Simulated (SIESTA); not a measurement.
V under changes of volume

One of the cells (13.891 Å³/atom); the others are scaled copies at fixed shape and fractional positions:

```
CELL_PARAMETERS angstrom
-1.51435 1.51435 1.51435
1.51435 -1.51435 1.51435
1.51435 1.51435 -1.51435
ATOMIC_POSITIONS crystal
V 0.00000 0.00000 0.00000
```

| Quantity | Value |
| --- | --- |
| Program | SIESTA 5.4.2 |
| Functional | vdW-DF-cx |
| Potentials or basis | PseudoDojo 0.4 standard (PBE files) |
| Basis | DZP (energy shift 0.002 Ry) |
| Grid cutoff | 800 Ry |
| Energy shift | 0.002 Ry |
| k mesh | 12 × 12 × 12 |
| Occupations | fermi-dirac, width 0.05 eV |
| Spin | collinear spin, ferromagnetic start |
| Starting moments | [2.0] μB |

| volume (Å³/atom) | energy over the lowest point (meV/atom) | pressure (GPa) |
| --- | --- | --- |
| 13.058 | 0.00 | 0.1 |
| 13.336 | 3.21 | -3.8 |
| 13.613 | 12.97 | -7.6 |
| 13.891 | 29.19 | -11.0 |
| 14.169 | 50.97 | -14.0 |
| 14.447 | ? | ? |
| 14.725 | 108.82 | -19.1 |

Question: What does the run at 14.447 Å³/atom give?

Answer: Energy over the lowest point 77.66 meV/atom; pressure -16.6 GPa.

Worked out: A Birch-Murnaghan fit of order 3 (a polynomial in V^(-2/3)) to the other rows has its minimum at 13.08 Å³/atom with B0 = V·E''(V) = 206 GPa and B' = 4.1. It gives 77.64 meV/atom at 14.447 Å³/atom, against the run's 77.66, and -dE/dV = -16.7 GPa, against -16.6.

Energies are extrapolated to zero smearing.

Caveats: semicore shells carry a single zeta, which can move pressures by several GPa and volumes by a few percent; the potentials were made for another functional, which shifts forces and pressure; the basis of atomic orbitals isn't converged, which shifts pressures, moduli and gaps.
